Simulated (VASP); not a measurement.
Ca:

```
CELL_PARAMETERS angstrom
-2.20520 2.20520 2.19611
2.20520 -2.20520 2.19611
2.20520 2.20520 -2.19611
ATOMIC_POSITIONS crystal
Ca 0.50000 0.50000 0.00000
```

This isn't the form of Ca at room conditions, which is fcc.

| Quantity | Value |
| --- | --- |
| Program | VASP 6.6.1 |
| Task | relaxation of cell and atoms |
| Functional | vdW-DF2 |
| Potentials or basis | VASP PAW PBE potentials, release 64 (Ca_pv) |
| Cutoff | 580 eV |
| k mesh | 9 × 9 × 9 |
| Occupations | gaussian, width 0.05 eV |
| Spin | no spin polarisation |

At the start: pressure -0.7 GPa; volume 42.72 Å³/atom.

Question: Where does the relaxation end?

Answer: Over 21 steps the energy falls by 6.1 meV/atom and the volume is 40.94 Å³/atom (-4.2 %); space group I4/mmm (No. 139, to 0.05 Å).

Step by step:
| step | energy change (eV) | largest force (eV/Å) | pressure (GPa) | volume (Å³) |
| --- | --- | --- | --- | --- |
| 1 | 0.0000 | 0.0000 | -0.69 | 42.72 |
| 2 | -0.0035 | 0.0000 | -0.30 | 41.59 |
| 3 | -0.0044 | 0.0000 | -0.02 | 40.80 |
| 4 | -0.0044 | 0.0000 | -0.01 | 40.73 |
| 5 | -0.0044 | 0.0000 | 0.02 | 40.66 |
| 6 | -0.0044 | 0.0000 | 0.03 | 40.66 |
| 7 | -0.0045 | 0.0000 | 0.03 | 40.66 |
| 8 | -0.0047 | 0.0000 | 0.04 | 40.65 |
| 9 | -0.0052 | 0.0000 | 0.07 | 40.64 |
| 10 | -0.0059 | 0.0000 | 0.14 | 40.60 |
| 11 | -0.0059 | 0.0000 | 0.15 | 40.59 |
| 12 | -0.0059 | 0.0000 | 0.15 | 40.61 |
| 13 | -0.0060 | 0.0000 | 0.14 | 40.65 |
| 14 | -0.0060 | 0.0000 | 0.11 | 40.75 |
| 15 | -0.0060 | 0.0000 | 0.10 | 40.70 |
| 16 | -0.0060 | 0.0000 | 0.11 | 40.67 |
| 17 | -0.0060 | 0.0000 | 0.12 | 40.69 |
| 18 | -0.0060 | 0.0000 | 0.09 | 40.74 |
| 19 | -0.0061 | 0.0000 | 0.05 | 40.84 |
| 20 | -0.0061 | 0.0000 | -0.04 | 41.06 |
| 21 | -0.0061 | 0.0000 | -0.01 | 40.94 |

Final structure:
```
Ca
1.0
    -2.21573    2.21573    2.08463
     2.21573   -2.21573    2.08463
     2.21573    2.21573   -2.08463
Ca
1
Direct
  0.50000 0.50000 0.00000
```

Caveat: the PAW data sets were made with another functional, which shifts forces and pressure a little.
